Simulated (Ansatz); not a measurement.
**Elastic constants of AlP at 15 GPa (stress–strain coefficients): input and output**

All numbers below come from DFT PBE, scalar-relativistic, plane waves, PAW (Ansatz 0.2.0).

Launched with:
```bash
ansatz run input.yaml --threads 1 --pin off --max-ram 3072MiB --backend cpu --events-out ev --progress --plain --runs-dir out
```

Input (bare energies are in eV):
```yaml
crystal:
  lattice:
    - [0.0, 2.6310600991, 2.6310600991]
    - [2.6310600991, 0.0, 2.6310600991]
    - [2.6310600991, 2.6310600991, 0.0]
  atoms:
    - { symbol: Al, position: [0.0, 0.0, 0.0] }
    - { symbol: P, position: [0.75, 0.75, 0.75] }
basis:
  ecutwfc: 420
kpoints:
  mp_grid: { grid: [10, 10, 10] }
hamiltonian:
  xc: pbe
scf:
  occupations: { method: fixed }
output:
  forces: true
  stress: true
  eigenvalues: true
  polarization: {}
elastic:
  mode: relaxed_ion
  stencil: two_point
```

From the output:
```
--- Elastic constants: 2 strain directions × 2 members + reference (group order 24) ---
  dense FFT box of the reference and of every strained cell: 25×25×25
  strains applied: 11, 23; error gains: componentwise 1.00 (the most a stress slope's error grows in a printed constant), spectral 1.73 (1 for all six strains in a standard setting)
  C = ∂σ_k/∂η_j (tension-positive GPa; Voigt order 11 22 33 23 13 12):
       175.462    121.776    121.776     -0.000      0.000     -0.000
       121.776    175.462    121.776     -0.000     -0.000      0.000
       121.776    121.776    175.462     -0.000      0.000     -0.000
         0.000      0.000      0.000     60.122     -0.000     -0.000
        -0.000     -0.000      0.000      0.000     60.122     -0.000
        -0.000      0.000      0.000     -0.000     -0.000     60.122
  reference stress σ⁰ (GPa):    -14.981    -14.981    -14.981     -0.000      0.000      0.000
  C* (energy form; C + prestress term) asymmetry max|C*_kj − C*_jk| = 1.421e-14 GPa — a small one proves nothing (zero by symmetry where the batch's group is 432, −43m or m−3m); a large one is finite-difference/SCF noise where every solve ...
  moduli (Voigt/Reuss/Hill, GPa): K = 139.67/139.67/139.67   G = 46.81/40.19/43.50   E = 118.23   ν = 0.359
  mechanically stable: yes (min eigenvalue of sym C = 53.69 GPa)
  e, the proper piezoelectric tensor (elastic.mode: relaxed_ion; C/m²; rows x y z; Voigt order 11 22 33 23 13 12):
      -0.00000    0.00000    0.00000   -0.29906   -0.00000   -0.00000
      -0.00000   -0.00000    0.00000    0.00000   -0.29906    0.00000
      -0.00000    0.00000    0.00000   -0.00000    0.00000   -0.29906
  ±, each entry's uncertainty from the finite density of the strings (C/m²), an estimate: the size of the correction for it that the entry includes:
       0.00000    0.00000    0.00000    0.00383    0.00000    0.00000
       0.00000    0.00000    0.00000    0.00000    0.00383    0.00000
       0.00000    0.00000    0.00000    0.00000    0.00000    0.00383
  the group's symmetry takes up to 2.1e-8 C/m² out of the measured responses: error of the strings' finite density and of the mesh across them, as far as it breaks the symmetry (raise kpoints.mp_grid and any string_points); the largest step ...
  strain η (Voigt 11):  stress-route row diagonal C_11 = 175.46 GPa, energy-path curvature d²(F+E_count+ΔE)/dδ²/Ω₀ = 175.49 GPa
         δ    σ_11 (GPa) F (eV) n_scf n_hpsi n_pw
    -2.000e-3     -15.3319       -1294.2147864       7   17962    725   relax 0 steps, max|allowed force component| 1.25e-16 eV/Å
     2.000e-3     -14.6301       -1294.2284146       7   17799    728   relax 0 steps, max|allowed force component| 2.78e-17 eV/Å
  strain η (Voigt 23):  stress-route row diagonal C_44 = 60.12 GPa, energy-path curvature d²(F+E_count+ΔE)/dδ²/Ω₀ = 67.62 GPa
         δ    σ_23 (GPa) F (eV) n_scf n_hpsi n_pw
    -2.000e-3      -0.1202       -1294.2216480      10   29370    728   relax 3 steps, max|allowed force component| 9.33e-8 eV/Å
     2.000e-3       0.1202       -1294.2216480      10   29390    728   relax 3 steps, max|allowed force component| 1.71e-7 eV/Å
--- Formal polarisation (Berry phase): one branch of a lattice of values; only differences between neighbouring runs are physical ---
  axis mesh electronic ionic p = total spread (rad) least overlap resolved gap  δp at fixed H ≤   (phases in cycles; p mod 1; gap in eV; gap and δp judge the states as solved, not the mesh's step, its ...
  b1    10×10×10        0.00000000     3.75000000     3.75000000      0.065413         0.9056        3.6728           1.7e-6
  b2    10×10×10       -0.00000000     3.75000000     3.75000000      0.065413         0.9056        3.6728           1.7e-6
  b3    10×10×10        0.00000000     3.75000000     3.75000000      0.065413         0.9056        3.6728           1.7e-6
  quantum along a1:   0.10214649 e/Å² =   163.656726 µC/cm²
  quantum along a2:   0.10214649 e/Å² =   163.656726 µC/cm²
  quantum along a3:   0.10214649 e/Å² =   163.656726 µC/cm²
  P = (  0.54171359,   0.54171359,   0.54171359) e/Å² = (  867.920856,   867.920856,   867.920856) µC/cm²  (mod the quanta)
```

The run took 28 s on 1 thread of AMD EPYC 9R45 96-Core Processor (Zen 5), with other jobs on the host, peak memory 0.46 GiB.